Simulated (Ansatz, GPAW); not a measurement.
# Ballistic transport through a Na chain with CO on top of one atom, from relaxation to T(E), part 4 of 4

Aim: the conductance of a Na chain with CO on top of one atom after relaxation, and whether geometry, basis or functional moves it most.

GPAW 26.7.0 and Ansatz 0.2.0; Ansatz plane waves; relaxation of the junction with the lead ends held; PAW set soft_1 (the session's first sound run).

So far, transmission at the Fermi level (one spin): step 3 (plane waves, PBE) 0.979; step 5 (GPAW, szp: basis = "szp(dzp)", PBE, GPAW) 0.968; step 6 (minimal basis, PBE, GPAW) 0.964; step 7 (LDA in the dzp basis: xc = "LDA") 0.975; step 8 (without the relaxation: geometry = "as built", PBE, GPAW) 0.0177. Also open channels of the lead at the Fermi level (one spin): 1 in steps 3, 4, 5 and 7.

## (11) A varied run

One more run, with changed settings.

This step: GPAW LCAO, PAW setups; Landauer transmission from Green's functions with principal layers (ASE), zero bias (GPAW 26.7.0).

The input, run.py:

```python
import json
import numpy as np
from ase import Atoms
from ase.transport.calculators import TransportCalculator
from gpaw import GPAW, FermiDirac
from gpaw.lcao.tools import get_lcao_hamiltonian
from scipy.linalg import eigh

# The junction with lead layers at both ends, along the third cell vector
device = Atoms(
    ['Na', 'Na', 'Na', 'Na', 'Na', 'Na', 'Na', 'Na', 'C', 'O', 'Na', 'Na', 'Na', 'Na', 'Na', 'Na', 'Na'],
    positions=[
        [4.50000, 4.50000, 1.65000],
        [4.50000, 4.50000, 4.95000],
        [4.50000, 4.50000, 8.25000],
        [4.50000, 4.50000, 11.55000],
        [4.50000, 4.50000, 14.85000],
        [4.59807, 4.46703, 18.52724],
        [3.89240, 4.69309, 22.06176],
        [6.00686, 3.97408, 24.70813],
        [8.35964, 3.91068, 25.95720],
        [9.13944, 4.24391, 26.72664],
        [3.92031, 4.59446, 27.42395],
        [4.60966, 4.42961, 30.97487],
        [4.50000, 4.50000, 34.65000],
        [4.50000, 4.50000, 37.95000],
        [4.50000, 4.50000, 41.25000],
        [4.50000, 4.50000, 44.55000],
        [4.50000, 4.50000, 47.85000]],
    cell=[[9.0, 0.0, 0.0], [0.0, 9.0, 0.0], [0.0, 0.0, 49.5]],
    pbc=True)

# One principal layer of the lead: the first 4 atoms of the device
lead = Atoms(
    ['Na', 'Na', 'Na', 'Na'],
    positions=[
        [4.50000, 4.50000, 1.65000],
        [4.50000, 4.50000, 4.95000],
        [4.50000, 4.50000, 8.25000],
        [4.50000, 4.50000, 11.55000]],
    cell=[[9.0, 0.0, 0.0], [0.0, 9.0, 0.0], [0.0, 0.0, 13.2]],
    pbc=True)

settings = dict(mode='lcao', basis='dzp', xc='PBE', h=0.18,
                occupations=FermiDirac(0.1), maxiter=100,
                mixer=dict(beta=0.1, nmaxold=8, weight=100.0),
                convergence=dict(density=0.0001))
energies = np.arange(-2, 2 + 1e-9, 0.025)
eta = 0.0001
n1, n2 = 1, 1
# k and -k transmit alike, so half of the mesh across the current serves
mesh = [(i, j) for i in range(n1) for j in range(n2) if (i, j) <= (-i % n1, -j % n2)]
weights = np.array([1 if (i, j) == (-i % n1, -j % n2) else 2 for i, j in mesh]) / (n1 * n2)

# [... helper functions left out ...]
fermi_lead = ground_state(lead, (1, 1, 1), 'lead.txt')
fermi_device = ground_state(device, (1, 1, 2), 'device.txt')
# [... loop over the mesh left out, but for ...]
        # Shift the lead onto the potential of the device's first layer
        shift = ((H[:, 0, 0] - H0[:, 0, 0]) / S0[0, 0]).real.mean()
# [...]
kT = 8.617333e-5 * 300
bias = [0.1, 0.2, 0.5, 1.0, 1.5, 2.0]
# [... integrals and printing left out ...]
```

Run with:

```
$ OMP_NUM_THREADS=1 OPENBLAS_NUM_THREADS=1 python run.py
```

Output:

```text
basis functions: device 281, principal layer 68
Fermi level: lead -2.4381 eV, device -2.3842 eV; lead shifted by -0.0094 eV
largest coupling past the next layer 4.18e-12 eV, largest misfit of the first layer 0.065 eV
  E-E_F (eV)   T (one spin)  channels
    -2.000    5.0605e-11    0.0000
    -1.975    5.0364e-11    0.0000
    -1.950    5.0118e-11    0.0000
    -1.925    4.9868e-11    0.0000
    -1.900    4.9614e-11    0.0000
    -1.875    4.9356e-11    0.0000
    -1.850    4.9092e-11    0.0000
    -1.825    4.8822e-11    0.0000
    -1.800    4.8547e-11    0.0000
    -1.775    4.8266e-11    0.0000
    -1.750    4.7978e-11    0.0000
    -1.725    4.7683e-11    0.0000
    -1.700    4.7380e-11    0.0000
    -1.675    4.7068e-11    0.0000
    -1.650    4.6746e-11    0.0000
    -1.625    4.6414e-11    0.0000
[...]
1.825    1.6303e+00    3.0000
     1.850    1.6856e+00    3.0000
     1.875    1.7420e+00    3.0000
     1.900    1.7834e+00    3.0000
     1.925    1.8316e+00    3.0000
     1.950    1.9002e+00    3.0000
     1.975    1.9822e+00    3.0000
     2.000    2.0566e+00    3.0000
conductance at 300 K: 0.97607 G0 a cell; thermopower -0.9676 uV/K
current from the zero-bias T(E) at 0.1 V: 7.5592 uA
current from the zero-bias T(E) at 0.2 V: 15.098 uA
current from the zero-bias T(E) at 0.5 V: 37.434 uA
current from the zero-bias T(E) at 1.0 V: 72.075 uA
current from the zero-bias T(E) at 1.5 V: 89.517 uA
current from the zero-bias T(E) at 2.0 V: 106.03 uA
```

Wall time 3.8 min (1 thread of Arm Neoverse V1, shared host); peak memory 2.6 GiB.

The run finished. A setting was moved off its sound value on purpose, so it serves as a test and not as the result.

The fault put into the input: one k-point along the lead (lead_nz = 1).

Side by side:

```csv
quantity,this run,sound run,difference
conductance (G₀),0.97607,0.97638,-3.1e-4
largest coupling past the next principal layer (eV),4.178e-12,4.162e-12,1.7e-14
largest misfit of the first principal layer (eV),0.064959,0.022496,0.0425
shift that aligns the lead (eV),-0.0093925,-0.0017641,-0.00763
transmission at the Fermi level (one spin),0.97733,0.97772,-3.9e-4
```

One result that differs is the largest misfit of the first principal layer, 0.0650 eV against 0.0225 eV.

## (12) Results

| Item | Value |
| --- | --- |
| conductance | 0.976 G₀ |
| transmission at the Fermi level, mean of the spins | 0.978 |
| thermopower | about 0 (under 1.5 μV/K) |
| open channels of the lead there | 1 |

What this shows: In the dzp basis the junction conducts 0.976 G₀ at 300 K, with T = 0.978 a spin at the Fermi level; the sz basis reaches that conductance within 10 %. Relaxation moved atoms by up to 2.5 Å and took the conductance from 0.0177 to 0.976 G₀, as a ratio a larger change than the step from dzp to the minimal basis. Plane waves (PBE) give T = 0.979 there. The junction passes nearly all that the lead offers at the Fermi level. At the Fermi level one eigenchannel carries the current (0.98). Measured against the first run (pw-pbe), the nearest curve is that of dzp-LDA (r.m.s. 0.12) and the farthest that of asbuilt (0.55). Over the compared runs wall time goes from 173 s (pw-pbe) to 419 s (dzp), on a shared host; the plane-wave run used 4 threads and the orbital runs 1. Moves of this size go well beyond a change of bond lengths: the free chain atoms or the scatterer took up a new arrangement, and the name in the title describes the start. The leads kept an estimated spacing and the cell its length, so the junction may be under some tension or compression. The run had no spin polarisation, so a magnetic state, which chains and small molecules with open shells often have, wasn't tested. An evenly spaced straight chain is an idealisation: free chains tend to dimerise, zigzag or, where a band edge lies near the Fermi level, turn magnetic. The currents use the zero-bias T(E) throughout, which holds only while the bias is small against the distance to the nearest feature.

[Logs are printed without paths, hosts, clocks, repeated set-up lines and the standing remarks that a program may print on its own settings, such as how far it seeks lower states.]

[Hosts, paths, dates, database ids (printed as entryN), source tags and the programs' standing remarks are cut or masked in the printed files.]
